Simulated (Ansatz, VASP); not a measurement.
## MgI2 in VASP and in Ansatz

The input INCAR:

```
PREC = Accurate
ENCUT = 520
EDIFF = 1E-6
ISMEAR = -1
SIGMA = 0.02
LREAL = F
LASPH = T
NELM = 100
ALGO = Normal
ISIF = 2
LWAVE = F
LCHARG = F
GGA = PE
NBANDS = 15
```

Contents of KPOINTS:

```
regular mesh
0
Gamma
  12 12 4
```

The input POSCAR:

```
MgI2
1.0
    4.1572130612     -0.0112244753      0.0000000000
   -2.0883272113      3.6058643576      0.0000000000
    0.0000000000      0.0000000000      6.8733253065
Mg I
1 2
Direct
    0.0000000000      0.0000000000      0.0000000000
    0.3333333333      0.6666666667      0.2426220900
    0.6666666667      0.3333333333      0.7573779100
```

Input for Ansatz:

```yaml
crystal:
  lattice:
    - [4.1572130612, -0.0112244753, 0.0]
    - [-2.0883272113, 3.6058643576, 0.0]
    - [0.0, 0.0, 6.8733253065]
  atoms:
    - { symbol: Mg, position: [0.0, 0.0, 0.0] }
    - { symbol: I, position: [0.3333333333, 0.6666666667, 0.24262209] }
    - { symbol: I, position: [0.6666666667, 0.3333333333, 0.75737791] }
kpoints:
  mp_grid: { grid: [12, 12, 4] }
  band_path:
    path:
      - [0.0, 0.0, 0.0]
      - [0.5, 0.0, 0.0]
      - [0.3333333333, 0.3333333333, 0.0]
      - [0.0, 0.0, 0.5]
      - [0.5, 0.0, 0.5]
      - [0.3333333333, 0.3333333333, 0.5]
      - [0.5, 0.0, 0.35]
    npoints: 1
hamiltonian:
  xc: pbe
scf:
  occupations: { method: fermi_dirac, width: 0.02 }
  n_extra_bands: 4
output:
  forces: true
  stress: true
  eigenvalues: true
```

Change from the starting cell: shear_xy strain -0.5%.

Alike in both runs: task single point; functional PBE; k mesh 12 × 12 × 4; occupations fermi-dirac, width 0.02 eV; no spin polarisation.

|  | VASP | Ansatz |
| --- | --- | --- |
| version | VASP 6.6.1 | Ansatz 0.2.0 |
| potentials or method | VASP PAW PBE potentials, release 64 (Mg, I) | plane waves, PAW |
| plane-wave cutoff (eV) | 520 | 420 |
| valence electrons in the cell | 16 | 44 |

|  | VASP | Ansatz | Ansatz less VASP |
| --- | --- | --- | --- |
| gap on the k mesh at the Fermi level (eV) | 3.49 | 3.51 | +0.019 |
| pressure (GPa) | 1.1 | 1.1 | +0.06 |
| largest component of the traceless stress (GPa) | 0.16 | 0.15 | -0.006 |
| rms of the force components (eV/Å) | 0.001 | 0.005 | +0.0045 |

Atom by atom the forces differ by 0.005 eV/Å (rms over components). The two sets of potentials don't hold the same shells in valence.

Caveats: spin-orbit coupling is left out, which moves the levels of the heavy elements. A k mesh can miss the band edges.
